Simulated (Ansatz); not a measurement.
# C (Diamond): the cost of one run

Program: Ansatz 0.2.0. Level of theory: DFT PBEsol, scalar-relativistic, plane waves, PAW. These are calculated values, not measurements.

### Step 1. The system as given

It takes space group Fd-3m (No. 227, cubic). Conventional cell: a = 3.567 Å, b = 3.567 Å, c = 3.567 Å, α = 90.00°, β = 90.00°, γ = 90.00°. C (site symmetry -43m) has 4 C at 1.54 Å as nearest neighbours.

Structure file:

```cif
data_structure
_symmetry_space_group_name_H-M 'Fd-3m:1'
_symmetry_Int_Tables_number 227
_cell_length_a 3.5667
_cell_length_b 3.5667
_cell_length_c 3.5667
_cell_angle_alpha 90.000
_cell_angle_beta 90.000
_cell_angle_gamma 90.000
_cell_volume 45.37
loop_
_atom_site_label
_atom_site_type_symbol
_atom_site_symmetry_multiplicity
_atom_site_Wyckoff_symbol
_atom_site_fract_x
_atom_site_fract_y
_atom_site_fract_z
_atom_site_occupancy
C1 C 8 b 0.00000 0.00000 0.50000 1
```

### Step 2. First run, at the start cell

input.yaml

```yaml
crystal:
  lattice:
    - [0.0, 1.78337, 1.78337]
    - [1.78337, 0.0, 1.78337]
    - [1.78337, 1.78337, 0.0]
  atoms:
    - { symbol: C, position: [0.0, 0.0, 0.0] }
    - { symbol: C, position: [0.25, 0.25, 0.25] }
basis:
  ecutwfc: 420
  ecutrho_ratio: 4
kpoints:
  mp_grid: { grid: [22, 22, 22] }
hamiltonian:
  xc: pbesol
scf:
  occupations: { method: gaussian, width: 0.05 }
output:
  forces: true
  stress: true
  eigenvalues: true
```

Run with:

```bash
ansatz run input.yaml --threads 1 --pin off --max-ram 2560MiB --backend cpu --events-out ev --progress --plain --runs-dir out
```

Q: Estimate wall time and peak memory on 1 thread of Intel Xeon Platinum 8559C (Emerald Rapids), shared host.

About 2 s, with a peak of 0.43 GiB.
